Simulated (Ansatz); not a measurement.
This was printed by a script on the Python package of Ansatz (0.2.0), for an all-electron LAPW single point of NbC, space group Fm-3m. What did the script look like? Level of theory: PBE, LAPW, the default cutoff (266 eV here), 8×8×8 k-points, Fermi-Dirac smearing of 0.1 eV.

Contents of `nbc.cif`:
```cif
data_NbC
_cell_length_a 3.160131
_cell_length_b 3.160131
_cell_length_c 3.160131
_cell_angle_alpha 60.00000
_cell_angle_beta 60.00000
_cell_angle_gamma 60.00000
_symmetry_space_group_name_H-M 'P 1'
_symmetry_Int_Tables_number 1
loop_
_symmetry_equiv_pos_as_xyz
'x, y, z'
loop_
_atom_site_label
_atom_site_type_symbol
_atom_site_fract_x
_atom_site_fract_y
_atom_site_fract_z
Nb1 Nb    0.000000    0.000000    0.000000
C2 C    0.500000    0.500000    0.500000
```

Running `python lapw_nbc.py` prints:
```text
F = -104983.6772 eV for 2 atoms
E(sigma -> 0) = -104983.6648 eV, TS = 0.02463 eV
closed by deck_thresholds after 7 iterations
 0 Nb 6 C at 2.23
 1 C  6 Nb at 2.23
audit    band_cg_iterations x1
audit    band_count_raised x1
audit    basis_enlarged x1
audit    preconditioner_resolved x2
estimated basis error 0.808 meV/atom, target 2.000
  C  muffin-tin radius 0.977 A, core shells 0
  Nb muffin-tin radius 1.258 A, core shells 3
```

The script that was run (others could print the same):

Script `lapw_nbc.py`:
```python
# -*- coding: utf-8 -*-
'''All-electron LAPW single point of NbC.'''

from collections import Counter
import sys

import ansatz as az
from ase.io import read
from pymatgen.core import Structure

atoms = read('nbc.cif')
nbc = az.Crystal.from_ase(atoms)

setup = (
    nbc.calculation()
    .kpoints(8, 8, 8, center='gamma')
    .functional('pbe')
    .occupations(az.OccupationsMethod.FERMI_DIRAC, width=0.1)
    .pseudopotentials('all_electron', lapw=True, basis_error=0.002)
)
try:
    res = setup.run(threads=1)
except az.NonConvergedError as error:
    sys.exit(f'no convergence: {error}')
except az.RefusalError as error:
    sys.exit(f'input refused: {error}')
rep = res.report

n_atoms = len(rep['lattice']['sites'])
print('F =', round(rep['free_energy_ev'], 4), 'eV for', n_atoms, 'atoms')
print('E(sigma -> 0) =', round(rep['energy_sigma0_ev'], 4), 'eV, TS =', round(rep['entropy_ts_ev'], 5), 'eV')
print('closed by', rep['closed_by'], 'after', rep['n_iterations'], 'iterations')

final = Structure(res.lattice.cell_ang, [s.symbol for s in res.lattice.sites], [s.position_frac for s in res.lattice.sites])
# first shell of each atom, within 15 % of its shortest distance
for index, site in enumerate(final):
    near = final.get_neighbors(site, 4.5)
    edge = 1.15 * min(n.nn_distance for n in near)
    shell = Counter((round(n.nn_distance, 2), n.specie.symbol) for n in near if n.nn_distance < edge)
    print(f'{index:2d} {site.specie.symbol:2s}', ', '.join(f'{count} {symbol} at {d:.2f}' for (d, symbol), count in sorted(shell.items())))

told = Counter((n['data']['severity'], n['data']['kind']) for n in res.notices if n['event'] == 'notice')
for (severity, kind), count in sorted(told.items()):
    print(f'{severity:8s} {kind} x{count}')

errors = rep['lapw_basis_errors']
print(f'estimated basis error {1000 * errors["total_ev_per_atom"]:.3f} meV/atom, target {1000 * errors["basis_error_target_ev_per_atom"]:.3f}')
for sphere in errors['spheres']:
    print(f'  {sphere["species"]:2s} muffin-tin radius {sphere["muffin_tin_radius_ang"]:.3f} A, core shells {sphere["core_shells"]}')
```

Reading the output:
- All-electron totals depend on functional, relativistic treatment and basis; only differences at equal settings carry meaning.
- Spin is left out of this run.
- The mesh is modest for a metal, so energies can be off by several to tens of meV an atom and pressures by half a GPa or more; differences at equal mesh fare better.
- A gap by band count of zero or less means overlapping bands, a metal, and at an odd count of electrons it is no gap at all.
- The starting cell is as deposited in a crystallographic database; the results hold for this polymorph, which needn't be the stable one.
- It ran for 4.5 s on 1 thread of Arm Neoverse V2 (shared host), peak memory 0.38 GiB.

(A comment or docstring line of the script was reworded after the run, the code is as it ran; lines on the test bed's own set-up are left out of the output.)
